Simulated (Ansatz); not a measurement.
InPd:

```
In Pd
1.0
     3.27188    0.00000    0.00000
     0.00000    3.27188    0.00000
     0.00000    0.00000    3.27188
In Pd
1 1
Direct
  0.00000 0.00000 0.00000
  0.50000 0.50000 0.50000
```

The cell comes from a database or a generator and needn't be the stable form of this composition.

Base run:

```yaml
Program: Ansatz 0.2.0
Functional: revPBE
Potentials_or_basis: all-electron LAPW, scalar-relativistic
Cutoff: 250 eV (chosen from the basis error)
Basis_error_allowed: 0.001 eV/atom
k_mesh: 8 × 8 × 8
Occupations: fermi-dirac, width 0.05 eV
Spin: no spin polarisation
```

Its results: pressure 6.1 GPa.

**Question.** After a change of settings the same cell gave: pressure 7.1 GPa. Which change was it?
A. functional from revPBE to LDA
B. functional from revPBE to BLYP
C. functional from revPBE to RPBE
D. functional from revPBE to PBEsol

**Answer.** C.

Runs at the PBE level aren't shown here.
